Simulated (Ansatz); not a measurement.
Input of an Ansatz 0.2.0 run:

The input input.yaml:

```yaml
crystal:
  lattice:
    - [-1.602103413, 1.602103413, 2.08339225]
    - [1.602103413, -1.602103413, 2.08339225]
    - [1.602103413, 1.602103413, -2.08339225]
  atoms:
    - { symbol: Fe, position: [0.0, 0.0, 0.0] }
    - { symbol: O, position: [0.5, 0.5, 0.0] }
hamiltonian:
  xc: pbesol
  pseudopotentials: { kind: paw }
kpoints:
  mp_grid: { grid: [12, 12, 12] }
scf:
  occupations: { method: fermi_dirac, width: 0.05 }
output:
  forces: true
  stress: true
  eigenvalues: true
```

Potentials or basis: Ansatz PAW.

Launch:

```bash
$ ansatz run input.yaml --threads 2 --pin off --max-ram 5632MiB --backend cpu --events-out ev --progress --plain --runs-dir out
```

Problem. What does it give for the pressure?

Solution. -37.1 GPa.

Problem. Predict the band gap on the k mesh.

Solution. None (metal or under the smearing width).

Stress tensor (GPa, compression positive):
```
-35.57   0.00   0.00
  0.00 -35.57   0.00
  0.00   0.00 -40.12
```

Caveat: a pressure of tens of GPa on the cell as given is suspect, and the run, the potentials or the cell itself is likely at fault; the pressure holds a Pulay correction of +0.7 GPa for the finite cutoff; the run has no spin polarisation, though such a crystal can be magnetic; semilocal functionals often make such compounds metallic where correlation or magnetic order opens a gap, which also shifts bond lengths; the PAW data sets come from PBE, with cores solved anew for the run's functional, which leaves a small shift of forces and pressure. With open d or f shells a metallic result of PBEsol can be an artefact of self-interaction; +U or a hybrid may open a gap.
